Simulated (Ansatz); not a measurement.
# Ti (Fm-3m): surface slab, by script

Aim: a surface slab, for Ti (Fm-3m), run from a script.

Computed with the Python package of Ansatz 0.2.0. Level of theory: DFT LDA, plane waves, PAW.

**1. The system**

It takes space group Fm-3m (No. 225, cubic). Conventional cell: a = 4.060 Å, b = 4.060 Å, c = 4.060 Å, α = 90.00°, β = 90.00°, γ = 90.00°. Around Ti (site symmetry m-3m) lie 12 Ti at 2.87 Å.

The script holds or builds the structure itself.

**2. The code**

Input file slab_ti.py:

```python
"""A surface of Ti: energy and work function."""

import ansatz as az
from ase import Atoms
from ase.build import surface
import numpy as np

atoms = Atoms(
    ["Ti"],
    scaled_positions=[
        (0.0, 0.0, 0.0),
    ],
    cell=[
        (0.0, 2.03, 2.03),
        (2.03, 0.0, 2.03),
        (2.03, 2.03, 0.0),
    ],
    pbc=True,
)
# the plane is named in the basis of this cell
slab = surface(atoms, (1, 1, 1), 3, vacuum=6.0)
slab.pbc = True

print(slab.get_chemical_formula(), "area {:.3f} A^2, cell height {:.2f} A".format(np.linalg.norm(np.cross(slab.cell[0], slab.cell[1])), slab.cell[2, 2]))


def common(structure):
    return (
        az.Crystal.from_ase(structure).calculation()
        .functional("lda")
        .occupations("fermi_dirac")
        .scf(max_iterations=150, extra_bands=8)
    )


calc = common(slab)
calc = calc.kpoints(7, 7, 1).electric_field(axis=3, dipole_correction=True)
calc = calc.relax(force_tolerance=0.03, max_steps=30)
res = calc.run()
summary = res.report

print(f"slab free energy {summary['free_energy_ev']:.4f} eV, Fermi level {summary['fermi_energy_ev']:.3f} eV")
for key, value in summary["work_function"].items():
    if isinstance(value, float):
        print(f"{key:34s} {value:12.5f}")

print("atom   z before  z after (A)")
for atom, site in zip(slab, res.lattice.sites):
    print(f"{atom.symbol:3s} {atom.z:9.3f} {site.position_ang[2]:9.3f}")
```

**3. The calls as engine input**

The engine receives this input:

```yaml
crystal:
  lattice:
    - [2.8708535316173824, 0.0, 0.0]
    - [1.4354267658086914, 2.4862320889249254, 0.0]
    - [0.0, 0.0, 16.68808418581976]
  atoms:
    - { symbol: Ti, position: [0.0, 0.0, 0.3595379753116499] }
    - { symbol: Ti, position: [0.6666666666666666, 0.6666666666666666, 0.5] }
    - { symbol: Ti, position: [0.33333333333333326, 0.33333333333333326, 0.6404620246883501] }
kpoints:
  mp_grid:
    grid: [7, 7, 1]
hamiltonian:
  xc: lda
efield:
  axis: 3
  dipole_correction: true
scf:
  max_iter: 150
  n_extra_bands: 8
  occupations:
    method: fermi_dirac
relax:
  f_tol: 0.03
  max_steps: 30
```

**4. Running it**

Launch:

```console
$ python slab_ti.py
```

What it wrote:

```text
Ti3 area 7.138 A^2, cell height 16.69 A
DeckWarning: basis.ecutwfc = 420 eV, auto-derived from the records' recommended cutoffs: set by Ti (normal level)
RunWarning: efield: at this solve's end the planar-averaged density reaches 1.23e-4 e/Å³ inside the ramp window [0.8901, 0.1099] (bound 1e-5 e/Å³); the window's nearer edge stands 4.17 Å from this solve's nearest atom along the axis. Its work functions, free energy, forces, stress, dipole, levels and responses can be off, and this figure does not tell by how much. The cell may have no vacuum along `efield.axis`. A short vacuum, a low `basis.ecutwfc` or `basis.ecutrho_ratio` and negative occupations (`scf.occupations.method`) can put density there. See the manual's quickstart, § The vacuum guard
slab free energy -7348.9405 eV, Fermi level 3.174 eV
ramp_position                           0.95000
ramp_width                              0.10000
amplitude_v_ang                         0.00000
dipole_field_v_ang                      0.00000
dipole_moment_e_ang                     0.00000
phi_plus_ev                             4.73889
phi_minus_ev                            4.73897
vacuum_level_plus_ev                    7.91300
vacuum_level_minus_ev                   7.91308
flatness_plus_ev_ang                    0.00939
flatness_minus_ev_ang                   0.00939
ramp_density_extremum_e_ang3            0.00008
ramp_density_minimum_e_ang3            -0.00000
ramp_density_bound_e_ang3               0.00001
ramp_density_effective_e_ang3           0.00008
plane_spacing_ang                       0.13907
atom   z before  z after (A)
Ti      6.000     6.181
Ti      8.344     8.344
Ti     10.688    10.507
```

(Warnings from the package without file and line, repeats left out.)

Wall time 6.3 s (1 thread of Arm Neoverse V1, shared host); peak memory 0.42 GiB.

**5. What the script built**

The run starts from these 3 atoms:

```xyz
3
Lattice="2.871 0.000 0.000 1.435 2.486 0.000 0.000 0.000 16.688" Properties=species:S:1:pos:R:3 pbc="T T T"
Ti    0.000    0.000    6.000
Ti    2.871    1.657    8.344
Ti    1.435    0.829   10.688
```

Lines on the test bed's own set-up are left out of the output.

**6. What the engine kept of the run**

The report of the run holds:

```
                                                                  item        value
                                                     SCF cycles in all           19
                                                       k-points solved            8
                                                           plane waves         2335
                                                                 bands           26
                                                     valence electrons           36
                                                      free energy (eV)  -7348.94046
                                                      Fermi level (eV)        3.174
lowest empty less highest filled level on the mesh, by band count (eV)       -0.702
```

**7. Path of the relaxation**

The steps of the relaxation:

| step | energy from step 1 (eV/cell) | largest force component (eV/Å) |
| --- | --- | --- |
| 1 | 0.0000 | 0.6578 |
| 2 | -0.1314 | 0.0713 |
| 3 | -0.1324 | 0.0034 |

Step 1 is the start.

**8. Work function**

| z (Å) | potential (eV) |
| --- | --- |
| 0.0 | 7.91 |
| 0.4 | 7.91 |
| 0.8 | 7.91 |
| 1.1 | 7.91 |
| 1.5 | 7.91 |
| 1.9 | 7.91 |
| 2.4 | 7.90 |
| 2.6 | 7.89 |
| 3.1 | 7.86 |
| 3.5 | 7.78 |
| 3.9 | 7.56 |
| 4.2 | 7.26 |
| 4.6 | 6.31 |
| 5.0 | 4.14 |
| 5.4 | -1.35 |
| 5.8 | -8.40 |
| 6.1 | -10.24 |
| 6.5 | -7.80 |
| 7.0 | -0.86 |
| 7.4 | 1.55 |
| 7.6 | -2.09 |
| 8.1 | -8.48 |
| 8.5 | -9.55 |
| 8.9 | -4.55 |
| 9.2 | 0.14 |
| 9.6 | 1.02 |
| 10.0 | -5.73 |
| 10.4 | -10.11 |
| 10.7 | -9.67 |
| 11.1 | -4.02 |
| 11.5 | 2.93 |
| 12.0 | 5.77 |
| 12.4 | 7.02 |
| 12.7 | 7.43 |
| 13.1 | 7.72 |
| 13.5 | 7.84 |
| 13.9 | 7.89 |
| 14.2 | 7.90 |
| 14.6 | 7.91 |
| 15.0 | 7.91 |
| 15.4 | 7.91 |
| 15.7 | 7.91 |
| 16.1 | 7.91 |
| 16.5 | 7.91 |

The table samples the curve, which swings with the atomic planes.

Vacuum levels 7.913 and 7.913 eV, Fermi level 3.174 eV.

**9. Results**

| quantity | value |
| --- | --- |
| free energy | -7348.9405 eV (-2449.6468 eV/atom) |
| moves of the relaxation | 2 |
| energy gained | 44.1 meV/atom |
| last largest force component | 0.0034 eV/Å |
| vacuum level less Fermi level, upper / lower face | 4.74 / 4.74 eV |

After 2 moves the largest shift is 0.181 Å. Both faces give the same value. Caveats:
- The density doesn't vanish in the vacuum (a short gap or a low cutoff), which blurs the vacuum level.
- The mesh is modest for a metal, so energies can be off by several to tens of meV an atom and pressures by half a GPa or more; differences at equal mesh fare better.
- An absolute Fermi energy rests on an arbitrary zero of the periodic potential and has no direct meaning.
- This isn't the structure that Ti takes at ambient conditions.
- The slab is thin and cut from the structure as given; a cut can leave two unlike or polar faces, and the surface energy is then their mean. Miller indices refer to the vectors of the cell as typed, and the lattice isn't relaxed for this functional, so relaxation and surface energy can hold strain.
